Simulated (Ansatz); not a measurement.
Computed properties of LiCl (rocksalt)

All numbers come from the plane-wave code Ansatz. (Simulation; spin polarisation is off.)

The cell is LiCl in the rocksalt structure; cell and atoms were relaxed with r2SCAN. It is cubic, Fm-3m (No. 225); a = 5.112 Å in the conventional setting, 16.70 Å³ an atom. Li has 6 Cl at 2.56 Å; Cl has 6 Li at 2.56 Å.

Relaxed lattice by functional, symmetry kept:
```csv
functional,k mesh,a (Å),volume (Å³/atom)
PBE,8×8×8,5.149,17.07
r2SCAN,8×8×8,5.112,16.70
```

Band edges at fixed r2SCAN geometry:

| level | k mesh | gap (eV) | kind | edges | least direct gap (eV) | rough cost |
| --- | --- | --- | --- | --- | --- | --- |
| PBE | 8×8×8 | 6.38 | indirect | K–Γ (0.80) → Γ | 6.39 | 1.4 core-seconds |
| r2SCAN | 8×8×8 | 7.29 | indirect | K–Γ (0.81) → Γ | 7.29 | 2.8 core-seconds |
| HSE06 | 6×6×6 | 7.79 | indirect | K–Γ (0.81) → Γ | 7.79 | 50 core-seconds |
| PBE0 | 6×6×6 | 8.50 | indirect | K–Γ (0.81) → Γ | 8.51 | 50 core-seconds |
| G0W0@PBE (99 empty bands, 120 eV, 6×6×6) | 6×6×6 | 8.81 | – | Γ (mesh) | – | 40 core-seconds |

PBE: smearing of 0.02 eV; the others have fixed occupations.
Wave cutoffs: 420 eV, 500 eV (r2SCAN).
Points off the special ones are mesh points or PBE's searched band edges, reused at the other levels.
The G0W0 gap is PBE's gap over the path plus the quasiparticle shift read on the mesh. The G0W0 figures hold for the stated bands, cutoff and mesh and aren't extrapolated.
Costs come from shared machines and give only the order; PBE's includes the band path. The runs had 2 threads of Arm Neoverse V1, with other jobs on the host.

The HSE06 gap is indirect, 7.785 eV (K–Γ (0.81 of the way from K) to Γ), below the direct gap of 7.787 eV at Γ. Least and direct gap differ so little that the kind isn't settled.

r2SCAN covers 65 % of the step from PBE to HSE06. Direct and least gap lie within 0.04 eV at some levels, so the kind of gap isn't settled.

r2SCAN (ground state on 8×8×8): The electronic dielectric tensor ε∞ is 2.83 in all directions. Born charges, averaged over directions: Li +1.17, Cl -1.17 e.

The meshes of the hybrids are coarse, so their gaps aren't converged to the digits shown.
